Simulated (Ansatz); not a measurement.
# Ge: convergence with the k mesh

How much do the results for Ge depend on the k mesh?

Program: Ansatz 0.2.0. Level of theory: DFT PBE, with the methods named in each step. These are calculated values, not measurements.

## 1. The structure to begin with

The structure is cubic, space group Fd-3m (No. 227). The conventional cell has a = 5.658 Å, b = 5.658 Å, c = 5.658 Å, α = 90.00°, β = 90.00°, γ = 90.00°. Ge (site symmetry -43m) is surrounded by 4 Ge at 2.45 Å.

Coordinates:

```xyz
2
Lattice="0.0000 2.8288 2.8288 2.8288 0.0000 2.8288 2.8288 2.8288 0.0000" Properties=species:S:1:pos:R:3 pbc="T T T"
Ge    2.8288    2.8288    2.8288
Ge    4.2432    4.2432    4.2432
```

The cell comes from a crystallographic database entry that wasn't checked; take it as a given geometry, which may be far from equilibrium.

Atoms are numbered in the order of the input: Ge1, Ge2.

## 2. With k mesh [3, 3, 3]

Input file input.yaml:

```yaml
crystal:
  lattice:
    - [0.0, 2.82877, 2.82877]
    - [2.82877, 0.0, 2.82877]
    - [2.82877, 2.82877, 0.0]
  atoms:
    - { symbol: Ge, position: [0.5, 0.5, 0.5] }
    - { symbol: Ge, position: [0.75, 0.75, 0.75] }
kpoints:
  mp_grid: { grid: [3, 3, 3] }
scf:
  occupations: { method: fermi_dirac, width: 0.05 }
hamiltonian:
  xc: pbe
  pseudopotentials: { kind: all_electron, lapw: { basis_error: 0.0005 } }
output:
  forces: true
  stress: true
  eigenvalues: true
```

The program printed, shortened:

```text
LAPW: plane waves up to 9.471 Å⁻¹, error target 5.0e-4 eV per atom; small_component_spin mean_spin; Ge in spheres of 1.225 Å, 22 of its electrons in bands, Dirac shells []
[...]
Pseudopotentials: kind: all_electron
Pseudopotential: Ge, LAPW, valence charge 22, Koelling and Harmon's equation, gaussian nucleus
Functional definition: PBE
[...]
Crystal: 2 atoms, lattice volume = 45.271 Å³
Basis set: ecut = 341.7687676930102 eV, 645 PW (Γ), exchange–correlation at level 2
Bands: 27, of which v1, the nominal top of the filled ones, is band 22 counted from 1 (21 counted from 0)
Symmetry: 48 space group operations
Space group: Fd-3m (ITA 227), of the structure as read, at distance tolerance 3.6e-5 Å
k-points: 4 of 27
[...]
SCF iter   1: F=—  HF=-114231.928673 eV  |F-HF|=—  |Δ(HF+E_count)|=         —  Δρ=3.33e-2  dr2=6.14e-1  ethr=1.39e-3  ⟨swp⟩=2.0  Hψ=665  notcnv=0
[...]
the basis was enlarged: its passes take 293.0 KiB over the memory plan, 1 of 1 planned eigensolver slots
SCF iter   6: F=-114231.823601 eV  HF=-114231.823601 eV  |F-HF|=2.86e-8  |Δ(HF+E_count)|=   5.34e-7  Δρ=1.11e-5  dr2=8.73e-8  ethr=1.14e-9  ⟨swp⟩=3.0  Hψ=320  notcnv=0
[...]
SCF converged after 6 iterations
Free energy (F): -114231.823601 eV
[...]
E sigma→0 (E₀):  -114231.819433 eV
Entropy (-TS):   -0.008336 eV (-4.168 meV/atom)
Fermi energy:    10.161953 eV
[...]
--- Forces (eV/Å), atoms counted from 1 ---
  atom   1  Ge     0.00000000    -0.00000000     0.00000000
  atom   2  Ge     0.00000000    -0.00000000    -0.00000000
[...]
--- Stress (GPa, compression-positive) ---
        5.867286       0.000000       0.000000
        0.000000       5.867286       0.000000
        0.000000       0.000000       5.867286
  P = ⅓ Tr σ = 5.8673 GPa (58.673 kbar)
--- Band table (eV) ---
[...]
```

Run time: 1.4 s. Hardware: 1 thread, shared host.

In short: pressure 5.87 GPa.

## 3. With k mesh [3, 3, 3], PAW files

Changes to input.yaml since step 2:

```diff
@@ -14,3 +14,3 @@
   xc: pbe
-  pseudopotentials: { kind: all_electron, lapw: { basis_error: 0.0005 } }
+  pseudopotentials: { kind: paw }
 output:
@@ -19 +19,2 @@
   eigenvalues: true
+  efg: { contact_densities: true }
```

The program printed, shortened:

```text
[...]
Pseudopotentials: kind: paw
Pseudopotential: Ge, paw, valence charge 14, recommended cutoff 420 eV (normal)
Functional definition: PBE
[...]
Crystal: 2 atoms, lattice volume = 45.271 Å³
Basis set: ecut = 420 eV, 893 PW (Γ), exchange–correlation on 54×54×54 points (8 copies of the dense FFT grid, shifted against one another)
Bands: 18, of which v1, the nominal top of the filled ones, is band 14 counted from 1 (13 counted from 0)
Symmetry: 48 space group operations
Space group: Fd-3m (ITA 227), of the structure as read, at distance tolerance 3.6e-5 Å
k-points: 4 of 27
[...]
SCF iter   1: F=—  HF=-8589.176178 eV  |F-HF|=—  |Δ(HF+E_count)|=         —  Δρ=4.31e-3  dr2=1.25e-2  ethr=1.77e-3  ⟨swp⟩=6.0  Hψ=340  notcnv=0
[...]
--- Forces (eV/Å), atoms counted from 1 ---
  atom   1  Ge     0.00000000    -0.00000000    -0.00000000
  atom   2  Ge     0.00000000     0.00000000    -0.00000000
[...]
--- Stress (GPa, compression-positive) ---
        5.921120      -0.000000       0.000000
       -0.000000       5.921120      -0.000000
       -0.000000       0.000000       5.921120
  P = ⅓ Tr σ = 5.9211 GPa (59.211 kbar)
--- PAW observables at the nuclei: V_zz in 10²¹ V/m², potentials from the cell's mean, atoms counted from 1 ---
  atom   1  Ge V_zz =    +0.000000   η = 0.0000   by run symmetry: forbidden
            electrostatic potential = -4321.707818 V   contact ρ = 210246.337828 e/Å³
  atom   2  Ge V_zz =    +0.000000   η = 0.0000   by run symmetry: forbidden
            electrostatic potential = -4321.707818 V   contact ρ = 210246.337828 e/Å³
--- Band table (eV) ---
  k-point 0: bands = ["-16.0686", "-16.0686", "-16.0686", "-16.0349", "-16.0349", "-15.8218", "-15.8218", "-15.8218", "-15.8093", "-15.8093", "-4.1010", "8.6816", "8.6816", "8.6816", "8.7273", "11.1895", "11.1895", "11.1895"]
[...]
```

Wall time 0.82 s (1 thread, shared host).

Read from it: pressure 5.92 GPa.

## 4. With k mesh [6, 6, 6]

Changes to input.yaml since step 3:

```diff
@@ -9,3 +9,3 @@
 kpoints:
-  mp_grid: { grid: [3, 3, 3] }
+  mp_grid: { grid: [6, 6, 6] }
 scf:
@@ -14,3 +14,3 @@
   xc: pbe
-  pseudopotentials: { kind: paw }
+  pseudopotentials: { kind: all_electron, lapw: { basis_error: 0.0005 } }
 output:
@@ -19,2 +19 @@
   eigenvalues: true
-  efg: { contact_densities: true }
```

The program printed, shortened:

```text
LAPW: plane waves up to 9.471 Å⁻¹, error target 5.0e-4 eV per atom; small_component_spin mean_spin; Ge in spheres of 1.225 Å, 22 of its electrons in bands, Dirac shells []
[...]
Pseudopotentials: kind: all_electron
Pseudopotential: Ge, LAPW, valence charge 22, Koelling and Harmon's equation, gaussian nucleus
Functional definition: PBE
[...]
Crystal: 2 atoms, lattice volume = 45.271 Å³
Basis set: ecut = 341.7687676930102 eV, 645 PW (Γ), exchange–correlation at level 2
Bands: 27, of which v1, the nominal top of the filled ones, is band 22 counted from 1 (21 counted from 0)
Symmetry: 48 space group operations
Space group: Fd-3m (ITA 227), of the structure as read, at distance tolerance 3.6e-5 Å
k-points: 16 of 216
[...]
SCF iter   1: F=—  HF=-114232.625268 eV  |F-HF|=—  |Δ(HF+E_count)|=         —  Δρ=2.95e-2  dr2=4.48e-1  ethr=1.01e-3  ⟨swp⟩=2.1  Hψ=2663  notcnv=0
[...]
the basis was enlarged: its passes take 293.0 KiB over the memory plan, 1 of 1 planned eigensolver slots
[...]
SCF iter   6: F=-114232.546114 eV  HF=-114232.546114 eV  |F-HF|=7.90e-8  |Δ(HF+E_count)|=   6.16e-6  Δρ=9.34e-6  dr2=3.18e-8  ethr=4.89e-9  ⟨swp⟩=3.0  Hψ=1270  notcnv=0
[...]
SCF converged after 6 iterations
Free energy (F): -114232.546114 eV
[...]
E sigma→0 (E₀):  -114232.545318 eV
Entropy (-TS):   -0.001592 eV (-0.796 meV/atom)
Fermi energy:    10.045520 eV
[...]
--- Forces (eV/Å), atoms counted from 1 ---
  atom   1  Ge    -0.00000000    -0.00000000     0.00000000
  atom   2  Ge    -0.00000000     0.00000000    -0.00000000
[...]
--- Stress (GPa, compression-positive) ---
        3.679791      -0.000000       0.000000
       -0.000000       3.679791      -0.000000
        0.000000      -0.000000       3.679791
  P = ⅓ Tr σ = 3.6798 GPa (36.798 kbar)
--- Band table (eV; the first three rows and the last of 16) ---
[...]
```

Run time: 2.9 s. Hardware: 1 thread, shared host.

This run gives: pressure 3.68 GPa.

## 5. With k mesh [6, 6, 6], PAW files

Changes to input.yaml since step 4:

```diff
@@ -14,3 +14,3 @@
   xc: pbe
-  pseudopotentials: { kind: all_electron, lapw: { basis_error: 0.0005 } }
+  pseudopotentials: { kind: paw }
 output:
@@ -19 +19,2 @@
   eigenvalues: true
+  efg: { contact_densities: true }
```

The program printed, shortened:

```text
[...]
Pseudopotentials: kind: paw
Pseudopotential: Ge, paw, valence charge 14, recommended cutoff 420 eV (normal)
Functional definition: PBE
[...]
Crystal: 2 atoms, lattice volume = 45.271 Å³
Basis set: ecut = 420 eV, 893 PW (Γ), exchange–correlation on 54×54×54 points (8 copies of the dense FFT grid, shifted against one another)
Bands: 18, of which v1, the nominal top of the filled ones, is band 14 counted from 1 (13 counted from 0)
Symmetry: 48 space group operations
Space group: Fd-3m (ITA 227), of the structure as read, at distance tolerance 3.6e-5 Å
k-points: 16 of 216
[...]
SCF iter   1: F=—  HF=-8589.896855 eV  |F-HF|=—  |Δ(HF+E_count)|=         —  Δρ=9.62e-4  dr2=3.19e-4  ethr=1.77e-3  ⟨swp⟩=6.0  Hψ=1346  notcnv=0
[...]
  atom   1  Ge     0.00000000     0.00000000    -0.00000000
  atom   2  Ge    -0.00000000     0.00000000     0.00000000
[...]
--- Stress (GPa, compression-positive) ---
        3.690258      -0.000000       0.000000
        0.000000       3.690258       0.000000
       -0.000000       0.000000       3.690258
  P = ⅓ Tr σ = 3.6903 GPa (36.903 kbar)
--- PAW observables at the nuclei: V_zz in 10²¹ V/m², potentials from the cell's mean, atoms counted from 1 ---
  atom   1  Ge V_zz =    +0.000000   η = 0.0000   by run symmetry: forbidden
            electrostatic potential = -4321.566398 V   contact ρ = 210252.862609 e/Å³
  atom   2  Ge V_zz =    +0.000000   η = 0.0000   by run symmetry: forbidden
            electrostatic potential = -4321.566398 V   contact ρ = 210252.862609 e/Å³
--- Band table (eV; the first three rows and the last of 16) ---
  k-point 0: bands = ["-16.2121", "-16.2121", "-16.2121", "-16.1766", "-16.1766", "-15.9648", "-15.9648", "-15.9648", "-15.9519", "-15.9519", "-4.1882", "8.5873", "8.5873", "8.5873", "8.6192", "11.1330", "11.1330", "11.1330"]
[...]
```

Run time: 1.1 s. Hardware: 1 thread, shared host.

Result: pressure 3.69 GPa.

## 6. With k mesh [8, 8, 8]

Changes to input.yaml since step 5:

```diff
@@ -9,3 +9,3 @@
 kpoints:
-  mp_grid: { grid: [6, 6, 6] }
+  mp_grid: { grid: [8, 8, 8] }
 scf:
@@ -14,3 +14,3 @@
   xc: pbe
-  pseudopotentials: { kind: paw }
+  pseudopotentials: { kind: all_electron, lapw: { basis_error: 0.0005 } }
 output:
@@ -19,2 +19 @@
   eigenvalues: true
-  efg: { contact_densities: true }
```

The program printed, shortened:

```text
LAPW: plane waves up to 9.471 Å⁻¹, error target 5.0e-4 eV per atom; small_component_spin mean_spin; Ge in spheres of 1.225 Å, 22 of its electrons in bands, Dirac shells []
[...]
Pseudopotentials: kind: all_electron
Pseudopotential: Ge, LAPW, valence charge 22, Koelling and Harmon's equation, gaussian nucleus
Functional definition: PBE
[...]
Crystal: 2 atoms, lattice volume = 45.271 Å³
Basis set: ecut = 341.7687676930102 eV, 645 PW (Γ), exchange–correlation at level 2
Bands: 27, of which v1, the nominal top of the filled ones, is band 22 counted from 1 (21 counted from 0)
Symmetry: 48 space group operations
Space group: Fd-3m (ITA 227), of the structure as read, at distance tolerance 3.6e-5 Å
k-points: 29 of 512
[...]
SCF iter   1: F=—  HF=-114232.656958 eV  |F-HF|=—  |Δ(HF+E_count)|=         —  Δρ=2.91e-2  dr2=4.36e-1  ethr=9.87e-4  ⟨swp⟩=2.2  Hψ=4831  notcnv=0
[...]
the basis was enlarged: its passes take 293.0 KiB over the memory plan, 1 of 1 planned eigensolver slots
[...]
SCF iter   6: F=-114232.579714 eV  HF=-114232.579714 eV  |F-HF|=7.33e-8  |Δ(HF+E_count)|=   5.60e-6  Δρ=9.08e-6  dr2=3.03e-8  ethr=4.49e-9  ⟨swp⟩=3.0  Hψ=2297  notcnv=0
[...]
SCF converged after 6 iterations
Free energy (F): -114232.579714 eV
[...]
E sigma→0 (E₀):  -114232.579351 eV
Entropy (-TS):   -0.000726 eV (-0.363 meV/atom)
Fermi energy:    10.037223 eV
[...]
--- Forces (eV/Å), atoms counted from 1 ---
  atom   1  Ge    -0.00000000     0.00000000    -0.00000000
  atom   2  Ge     0.00000000    -0.00000000     0.00000000
[...]
--- Stress (GPa, compression-positive) ---
        3.639571       0.000000      -0.000000
        0.000000       3.639571       0.000000
       -0.000000       0.000000       3.639571
  P = ⅓ Tr σ = 3.6396 GPa (36.396 kbar)
--- Band table (eV; the first three rows and the last of 29) ---
[...]
```

Wall time 4.7 s (1 thread, shared host).

This run gives: pressure 3.64 GPa.

## 7. With k mesh [8, 8, 8], PAW files

Changes to input.yaml since step 6:

```diff
@@ -14,3 +14,3 @@
   xc: pbe
-  pseudopotentials: { kind: all_electron, lapw: { basis_error: 0.0005 } }
+  pseudopotentials: { kind: paw }
 output:
@@ -19 +19,2 @@
   eigenvalues: true
+  efg: { contact_densities: true }
```

The program printed, shortened:

```text
[...]
Pseudopotentials: kind: paw
Pseudopotential: Ge, paw, valence charge 14, recommended cutoff 420 eV (normal)
Functional definition: PBE
[...]
Crystal: 2 atoms, lattice volume = 45.271 Å³
Basis set: ecut = 420 eV, 893 PW (Γ), exchange–correlation on 54×54×54 points (8 copies of the dense FFT grid, shifted against one another)
Bands: 18, of which v1, the nominal top of the filled ones, is band 14 counted from 1 (13 counted from 0)
Symmetry: 48 space group operations
Space group: Fd-3m (ITA 227), of the structure as read, at distance tolerance 3.6e-5 Å
k-points: 29 of 512
[...]
SCF iter   1: F=—  HF=-8589.930494 eV  |F-HF|=—  |Δ(HF+E_count)|=         —  Δρ=1.18e-3  dr2=6.29e-4  ethr=1.77e-3  ⟨swp⟩=5.9  Hψ=2481  notcnv=0
[...]
  atom   1  Ge     0.00000000    -0.00000000    -0.00000000
  atom   2  Ge    -0.00000000    -0.00000000     0.00000000
[...]
--- Stress (GPa, compression-positive) ---
        3.645329       0.000000      -0.000000
        0.000000       3.645329       0.000000
        0.000000      -0.000000       3.645329
  P = ⅓ Tr σ = 3.6453 GPa (36.453 kbar)
--- PAW observables at the nuclei: V_zz in 10²¹ V/m², potentials from the cell's mean, atoms counted from 1 ---
  atom   1  Ge V_zz =    +0.000000   η = 0.0000   by run symmetry: forbidden
            electrostatic potential = -4321.556802 V   contact ρ = 210253.558470 e/Å³
  atom   2  Ge V_zz =    +0.000000   η = 0.0000   by run symmetry: forbidden
            electrostatic potential = -4321.556802 V   contact ρ = 210253.558470 e/Å³
--- Band table (eV; the first three rows and the last of 29) ---
  k-point 0: bands = ["-16.2213", "-16.2213", "-16.2213", "-16.1857", "-16.1857", "-15.9739", "-15.9739", "-15.9739", "-15.9610", "-15.9610", "-4.1945", "8.5804", "8.5804", "8.5804", "8.6114", "11.1289", "11.1289", "11.1289"]
[...]
```

It took 1.2 s on 1 thread, shared host.

This run gives: pressure 3.65 GPa.

## 8. With k mesh [15, 15, 15]

Changes to input.yaml since step 7:

```diff
@@ -9,3 +9,3 @@
 kpoints:
-  mp_grid: { grid: [8, 8, 8] }
+  mp_grid: { grid: [15, 15, 15] }
 scf:
@@ -14,3 +14,3 @@
   xc: pbe
-  pseudopotentials: { kind: paw }
+  pseudopotentials: { kind: all_electron, lapw: { basis_error: 0.0005 } }
 output:
@@ -19,2 +19 @@
   eigenvalues: true
-  efg: { contact_densities: true }
```

The program printed, shortened:

```text
LAPW: plane waves up to 9.471 Å⁻¹, error target 5.0e-4 eV per atom; small_component_spin mean_spin; Ge in spheres of 1.225 Å, 22 of its electrons in bands, Dirac shells []
[...]
Pseudopotentials: kind: all_electron
Pseudopotential: Ge, LAPW, valence charge 22, Koelling and Harmon's equation, gaussian nucleus
Functional definition: PBE
[...]
Crystal: 2 atoms, lattice volume = 45.271 Å³
Basis set: ecut = 341.7687676930102 eV, 645 PW (Γ), exchange–correlation at level 2
Bands: 27, of which v1, the nominal top of the filled ones, is band 22 counted from 1 (21 counted from 0)
Symmetry: 48 space group operations
Space group: Fd-3m (ITA 227), of the structure as read, at distance tolerance 3.6e-5 Å
k-points: 120 of 3375
[...]
SCF iter   1: F=—  HF=-114232.666848 eV  |F-HF|=—  |Δ(HF+E_count)|=         —  Δρ=2.90e-2  dr2=4.30e-1  ethr=9.75e-4  ⟨swp⟩=2.1  Hψ=19967  notcnv=0
[...]
the basis was enlarged: its passes take 293.0 KiB over the memory plan, 1 of 1 planned eigensolver slots
[...]
SCF iter   6: F=-114232.590392 eV  HF=-114232.590392 eV  |F-HF|=7.15e-8  |Δ(HF+E_count)|=   5.38e-6  Δρ=8.99e-6  dr2=2.97e-8  ethr=4.32e-9  ⟨swp⟩=3.0  Hψ=9490  notcnv=0
[...]
SCF converged after 6 iterations
Free energy (F): -114232.590392 eV
[...]
E sigma→0 (E₀):  -114232.590260 eV
Entropy (-TS):   -0.000265 eV (-0.132 meV/atom)
Fermi energy:    10.055496 eV
[...]
--- Forces (eV/Å), atoms counted from 1 ---
  atom   1  Ge     0.00000000    -0.00000000    -0.00000000
  atom   2  Ge    -0.00000000    -0.00000000    -0.00000000
[...]
--- Stress (GPa, compression-positive) ---
        3.663752       0.000000       0.000000
        0.000000       3.663752       0.000000
        0.000000       0.000000       3.663752
  P = ⅓ Tr σ = 3.6638 GPa (36.638 kbar)
--- Band table (eV; the first three rows and the last of 120) ---
[...]
```

It took 17 s on 1 thread, shared host.

Result: pressure 3.66 GPa.

## 9. With k mesh [15, 15, 15], PAW files

Changes to input.yaml since step 8:

```diff
@@ -14,3 +14,3 @@
   xc: pbe
-  pseudopotentials: { kind: all_electron, lapw: { basis_error: 0.0005 } }
+  pseudopotentials: { kind: paw }
 output:
@@ -19 +19,2 @@
   eigenvalues: true
+  efg: { contact_densities: true }
```

The program printed, shortened:

```text
[...]
Pseudopotentials: kind: paw
Pseudopotential: Ge, paw, valence charge 14, recommended cutoff 420 eV (normal)
Functional definition: PBE
[...]
Crystal: 2 atoms, lattice volume = 45.271 Å³
Basis set: ecut = 420 eV, 893 PW (Γ), exchange–correlation on 54×54×54 points (8 copies of the dense FFT grid, shifted against one another)
Bands: 18, of which v1, the nominal top of the filled ones, is band 14 counted from 1 (13 counted from 0)
Symmetry: 48 space group operations
Space group: Fd-3m (ITA 227), of the structure as read, at distance tolerance 3.6e-5 Å
k-points: 120 of 3375
[...]
SCF iter   1: F=—  HF=-8589.941174 eV  |F-HF|=—  |Δ(HF+E_count)|=         —  Δρ=1.32e-3  dr2=8.18e-4  ethr=1.77e-3  ⟨swp⟩=6.0  Hψ=10311  notcnv=0
[...]
  atom   1  Ge     0.00000000     0.00000000     0.00000000
  atom   2  Ge     0.00000000     0.00000000     0.00000000
[...]
--- Stress (GPa, compression-positive) ---
        3.667835       0.000000      -0.000000
       -0.000000       3.667835      -0.000000
        0.000000       0.000000       3.667835
  P = ⅓ Tr σ = 3.6678 GPa (36.678 kbar)
--- PAW observables at the nuclei: V_zz in 10²¹ V/m², potentials from the cell's mean, atoms counted from 1 ---
  atom   1  Ge V_zz =    -0.000000   η = 0.0000   by run symmetry: forbidden
            electrostatic potential = -4321.553892 V   contact ρ = 210253.933617 e/Å³
  atom   2  Ge V_zz =    -0.000000   η = 0.0000   by run symmetry: forbidden
            electrostatic potential = -4321.553892 V   contact ρ = 210253.933617 e/Å³
--- Band table (eV; the first three rows and the last of 120) ---
  k-point 0: bands = ["-16.2243", "-16.2243", "-16.2243", "-16.1886", "-16.1886", "-15.9769", "-15.9769", "-15.9769", "-15.9639", "-15.9639", "-4.1969", "8.5777", "8.5777", "8.5777", "8.6085", "11.1274", "11.1274", "11.1274"]
[...]
```

Wall time 2.7 s (1 thread, shared host).

This run gives: pressure 3.67 GPa.

## 10. All runs together

```
        k mesh  energy from the last row of the method (meV/atom)  pressure (GPa)  SCF cycles, all passes    time
   3×3×3, LAPW                                             385.41            5.87                       6   1.4 s
    3×3×3, PAW                                             385.54            5.92                       6  0.82 s
   6×6×6, LAPW                                              22.47            3.68                       6   2.9 s
    6×6×6, PAW                                              22.51            3.69                       6   1.1 s
   8×8×8, LAPW                                               5.45            3.64                       6   4.7 s
    8×8×8, PAW                                               5.46            3.65                       6   1.2 s
15×15×15, LAPW                                               0.00            3.66                       6    17 s
 15×15×15, PAW                                               0.00            3.67                       6   2.7 s
```

Energies are those extrapolated to zero smearing.

## 11. What came out

| quantity | value |
| --- | --- |
| energy error of the loosest run (LAPW) | 385.4 meV/atom |
| within 1 meV/atom from | no run before the tightest |
| pressure, lowest to highest (LAPW) | 3.64 to 5.87 GPa |

**Reading.** At the loosest setting in the table the energy misses the tightest run by 385.4 meV/atom; even the run before the tightest is more than 1 meV/atom away, so the sweep hasn't shown convergence. The pressure spans 2.23 GPa (LAPW). The tightest run took 17 s against 1.4 s for the loosest.
